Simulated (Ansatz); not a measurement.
Cu under changes of volume

One of the cells (11.456 Å³/atom); the others are scaled copies at fixed shape and fractional positions:

```
CELL_PARAMETERS angstrom
2.53076 0.00000 0.00000
-1.26538 2.19171 0.00000
0.00000 0.00000 8.26182
ATOMIC_POSITIONS crystal
Cu 0.66667 0.33333 0.75000
Cu 0.00000 0.00000 0.50000
Cu 0.33333 0.66667 0.25000
Cu 0.00000 0.00000 0.00000
```

This isn't the form of Cu at room conditions, which is fcc.

```yaml
Program: Ansatz 0.2.0
Functional: LDA
Potentials_or_basis: Ansatz PAW
Cutoff: "420 eV (not typed: the program's choice for these potentials)"
k_mesh: 12 × 12 × 4
Occupations: fermi-dirac, width 0.05 eV
Spin: no spin polarisation
```

| volume (Å³/atom) | energy over the lowest point (meV/atom) | pressure (GPa) |
| --- | --- | --- |
| 10.769 | 0.37 | 2.3 |
| 10.998 | 0.00 | -1.7 |
| 11.227 | 4.98 | -5.2 |
| 11.456 | 14.69 | -8.3 |
| 11.686 | ? | ? |
| 11.915 | 46.06 | -13.4 |
| 12.144 | 66.77 | -15.5 |

What does the run at 11.686 Å³/atom give?

Energy over the lowest point 28.55 meV/atom; pressure -11.0 GPa.

Worked out: A Birch-Murnaghan fit of order 3 (a polynomial in V^(-2/3)) to the other rows has its minimum at 10.90 Å³/atom with B0 = V·E''(V) = 188 GPa and B' = 5.0 at fixed shape and positions, which overstates the stiffness. It gives 28.58 meV/atom at 11.686 Å³/atom, against the run's 28.55, and -dE/dV = -11.0 GPa, against -11.0.

Energies are extrapolated to zero smearing.

Caveats: the PAW data sets come from PBE, with cores solved anew for the run's functional, which leaves a small shift of forces and pressure.
